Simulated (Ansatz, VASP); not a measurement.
**One calculation of LuH2, two programs**

Contents of INCAR:

```
SYSTEM = LuH2
PREC     = Accurate       ! precision mode
ENCUT    = 600            ! plane-wave cutoff, eV
EDIFF    = 1E-6           ! SCF threshold, eV
ISMEAR   = 0              ! smearing method
SIGMA    = 0.1            ! smearing width, eV
LREAL    = .FALSE.        ! projectors in reciprocal space
LASPH    = .TRUE.         ! aspherical terms in the spheres
NELM     = 100            ! most SCF steps
ALGO     = Normal         ! electronic algorithm
ISIF     = 3              ! what is computed and relaxed
LWAVE    = .FALSE.        ! write WAVECAR
LCHARG   = .FALSE.        ! write CHGCAR
GGA      = CA             ! functional
IBRION   = 2              ! ionic algorithm
NSW      = 70             ! ionic steps
EDIFFG   = -0.005         ! ionic threshold
```

The input KPOINTS:

```
Automatic mesh
0
G
  14 14 14
  0 0 0
```

File POSCAR:

```
LuH2
1.0
    0.0000000000      2.5100771468      2.5100771468
    2.5100771468      0.0000000000      2.5100771468
    2.5100771468      2.5100771468      0.0000000000
Lu H
1 2
Direct
    0.0000000000      0.0000000000      0.0000000000
    0.2500000000      0.2500000000      0.2500000000
    0.7500000000      0.7500000000      0.7500000000
```

Input for Ansatz:

```yaml
crystal:
  lattice:
    - [0.0, 2.5100771052, 2.5100771052]
    - [2.5100771052, 0.0, 2.5100771052]
    - [2.5100771052, 2.5100771052, 0.0]
  atoms:
    - { symbol: Lu, position: [0.0, 0.0, 0.0] }
    - { symbol: H, position: [0.25, 0.25, 0.25] }
    - { symbol: H, position: [0.75, 0.75, 0.75] }
basis:
  ecutwfc: 420
kpoints:
  mp_grid: { grid: [14, 14, 14] }
hamiltonian:
  xc: lda
scf:
  occupations: { method: gaussian, width: 0.1 }
output:
  forces: true
  stress: true
  eigenvalues: true
  write_density: true
  write_potential: true
  elf: true
  volumetric_format: npy
relax:
  adjacent_minimum: "off"
  f_tol: 0.005
  max_steps: 50
  cell: { stress_tol: 0.05 }
```

Alike in both runs: task relaxation of cell and atoms; functional LDA; k mesh 14 × 14 × 14; occupations gaussian, width 0.1 eV; no spin polarisation.

|  | VASP | Ansatz |
| --- | --- | --- |
| version | VASP 6.6.1 | Ansatz 0.2.0 |
| potentials or method | VASP PAW PBE potentials, release 64 (Lu, H) | scalar-relativistic, plane waves, PAW |
| plane-wave cutoff (eV) | 600 | 420 |
| valence electrons in the cell | 27 | 27 |

```csv
,VASP,Ansatz,Ansatz less VASP
"gap on the k mesh at the Fermi level, each at its own relaxed structure (eV)",none,none,-
relaxed volume (Å³/atom),9.93,9.87,-0.066
relaxed cell length with the largest relative difference (Å),3.480,3.472,-0.0077
energy change over the relaxation (meV/atom),-11,-14,-2.9
```

A gap of «none» marks a metal or a gap that the smearing closes.

Caveats: the PAW data sets were made with another functional, which shifts forces and pressure a little (VASP). LDA usually gives volumes a few per cent too small. Zero-point motion and thermal expansion aren't in these numbers.
